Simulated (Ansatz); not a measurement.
# ZrO2 (fluorite): equation of state and elastic constants

Aim: the bulk modulus of ZrO2 (fluorite) from energies at several volumes around the relaxed one, then the elastic tensor.

Method: DFT r²SCAN, scalar-relativistic, plane waves, PAW, in Ansatz 0.2.0.

1 further run of the same task is left out (it didn't finish). Runs told in other sessions of the task aren't counted.

### 1 The starting structure

It takes space group Fm-3m (No. 225, cubic). Conventional cell: a = 5.089 Å, b = 5.089 Å, c = 5.089 Å, α = 90.00°, β = 90.00°, γ = 90.00°. Around Zr (site symmetry m-3m) lie 8 O at 2.20 Å. O (site symmetry -43m) has 4 Zr at 2.20 Å in its first shell of neighbours.

As a file:

```cif
data_structure
_symmetry_space_group_name_H-M 'Fm-3m'
_symmetry_Int_Tables_number 225
_cell_length_a 5.0893
_cell_length_b 5.0893
_cell_length_c 5.0893
_cell_angle_alpha 90.000
_cell_angle_beta 90.000
_cell_angle_gamma 90.000
_cell_volume 131.82
loop_
_atom_site_label
_atom_site_type_symbol
_atom_site_symmetry_multiplicity
_atom_site_Wyckoff_symbol
_atom_site_fract_x
_atom_site_fract_y
_atom_site_fract_z
_atom_site_occupancy
Zr1 Zr 4 a 0.00000 0.00000 0.00000 1
O1 O 8 c 0.25000 0.75000 0.75000 1
```

This cell comes from an earlier session at r²SCAN: 10.985 Å³/atom at 0.01 GPa, on a 8×8×8 mesh.

Volume factors to run: 0.980, 1.020, 0.960, 1.040, 1.070.

### 2 Scaling the volume by 0.980

Input file input.yaml:

```yaml
crystal:
  lattice:
    - [0.0, 2.5275645997, 2.5275645997]
    - [2.5275645997, 0.0, 2.5275645997]
    - [2.5275645997, 2.5275645997, 0.0]
  atoms:
    - { symbol: Zr, position: [0.0, 0.0, 0.0] }
    - { symbol: O, position: [0.25, 0.25, 0.25] }
    - { symbol: O, position: [0.75, 0.75, 0.75] }
basis:
  ecutwfc: 500
  ecutrho_ratio: 4
kpoints:
  mp_grid: { grid: [8, 8, 8] }
hamiltonian:
  xc: r2scan
scf:
  occupations: { method: gaussian, width: 0.05 }
output:
  forces: true
  stress: true
  eigenvalues: true
```

Launch:

```console
$ ansatz run input.yaml --threads 4 --pin off --max-ram 7168MiB --backend cpu --events-out ev --progress --plain --runs-dir out
```

The runs that follow: Scaling the volume by 1.020; Scaling the volume by 0.960; Volume × 1.040; Volume × 1.070; The elastic tensor from strained cells.

Q: Predict the outcome of this session. Wanted: V0; B0; B0′; scatter of the fit; C11, C12, C44; K, G, E; Poisson's ratio.

The runs gave:

| quantity | value |
| --- | --- |
| V0 | 10.985 Å³/atom |
| B0 | 257 GPa |
| B0′ | 4.2 |
| scatter of the fit | 0.001 meV/atom |
| C11, C12, C44 | 564, 103, 70 GPa |
| K, G, E (Hill) | 257, 116, 302 GPa |
| Poisson's ratio | 0.30 |

What this shows: The fitted minimum lies at 10.99 Å³/atom, and the bulk modulus is 257 GPa, a stiff solid. One per cent of compression takes about 2.6 GPa. The gap on the mesh shrinks from 4.01 to 3.67 eV as the cell expands over this range. All eigenvalues of the tensor are positive, so the cell is mechanically stable. K/G = 2.22 lies over Pugh's 1.75, an empirical mark of ductile behaviour drawn from metals, and the universal anisotropy index of 1.91 is large. The bulk moduli from the tensor and from the fit agree within 1 %. These are values at 0 K without zero-point motion.
